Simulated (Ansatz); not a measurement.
**Fe: single point with PBEsol**

Crystal: Fe.

```
CELL_PARAMETERS angstrom
0.00000 1.94174 1.96511
1.49844 0.00000 1.96511
1.49844 1.94174 0.00000
ATOMIC_POSITIONS crystal
Fe 0.00000 0.00000 0.00000
```

```json
{
  "Program": "Ansatz 0.2.0",
  "Task": "single point",
  "Functional": "PBEsol",
  "Potentials or basis": "all-electron LAPW, scalar-relativistic",
  "Cutoff": "316 eV (chosen from the basis error)",
  "Basis error allowed": "0.001 eV/atom",
  "k mesh": "13 × 13 × 13",
  "Occupations": "fermi-dirac, width 0.05 eV",
  "Spin": "collinear spin, ferromagnetic start",
  "Starting moments": "[3.0] μB"
}
```

The pressure is -10.5 GPa. The band gap on the k mesh is none (metal or under the smearing width) and the net moment is 2.17 μB per cell. The absolute moment is 2.27 μB per cell. The site moments are Fe +2.22 μB.

Stress tensor (GPa, compression positive):
```
-15.78   0.00   0.00
  0.00  -7.22   0.00
  0.00   0.00  -8.61
```

Levels at points of the mesh, in eV from the Fermi level:
Spin up:
| k point | band 7 | band 8 | band 9 | band 10 | band 11 | band 12 |
| --- | --- | --- | --- | --- | --- | --- |
| (0.00, 0.00, 0.00) | -2.38 | -2.04 | -1.32 | -0.92 | 23.10 | 24.59 |
Spin down:
```tsv
k point	band 3	band 4	band 5	band 6	band 7	band 8	band 9	band 10	band 11	band 12
(0.00, 0.00, 0.00)	-51.19	-51.18	-8.34	-0.65	-0.50	-0.01	1.23	1.84	23.01	24.55
```

Wall time 21 s on 2 threads of Arm Neoverse V2, with other jobs on the host, peak memory 0.6 GiB.
